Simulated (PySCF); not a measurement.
Molecule: `C1(=O)C=CC(=O)O1`, C₄H₂O₃.

Structure with atom numbers: `[O:1]=[C:2]1[CH:3]=[CH:4][C:5](=[O:6])[O:7]1`. Hydrogens are named by the atom that carries them.

Geometry PBE0-D3(BJ)/def2-SVP throughout; GIAO in PySCF 2.14.0 with density-fitted response routines, gas phase, one conformer, non-relativistic; equivalent atoms averaged; basis pcSseg-2.

Q: How do the shifts δ (against H2O, TMS at the same level) depend on the functional? (ppm; last column core-seconds on shared hosts with different chips, so compare them loosely; the GGAs took longer than the global hybrids here, which isn't the general rule, and the cause wasn't traced)

A: 
```tsv
functional	kind	O1/O6	O7	C2/C5	C3/C4	H(C3)/H(C4)	core-s
LDA	LDA	526.3	336.5	178.8	150.6	6.87	37
BP86	GGA	499.5	318.8	173.6	144.0	6.77	40
OPBE	GGA	481.0	309.4	167.7	140.0	6.85	46
KT2	GGA	464.7	304.2	165.5	135.3	6.64	42
KT3	GGA	458.7	300.3	163.9	134.0	6.66	40
B97-D	GGA	480.0	308.3	169.6	139.8	6.72	38
B3LYP	global hybrid	496.0	311.2	174.5	146.9	6.84	29
WP04	global hybrid	480.5	301.9	175.0	145.9	6.75	28
CAM-B3LYP	range-separated hybrid	490.6	307.6	176.4	150.6	6.94	39
```

Q: Which nucleus moves most, in ppm?

A: O1/O6 (ester carbonyl oxygen): from 458.7 ppm with KT3 to 526.3 ppm with LDA. The smallest spread is 0.30 ppm, at H(C3)/H(C4). Proton shifts span only some 12 ppm, so a few tenths of a ppm matter as much there as several ppm in carbon.
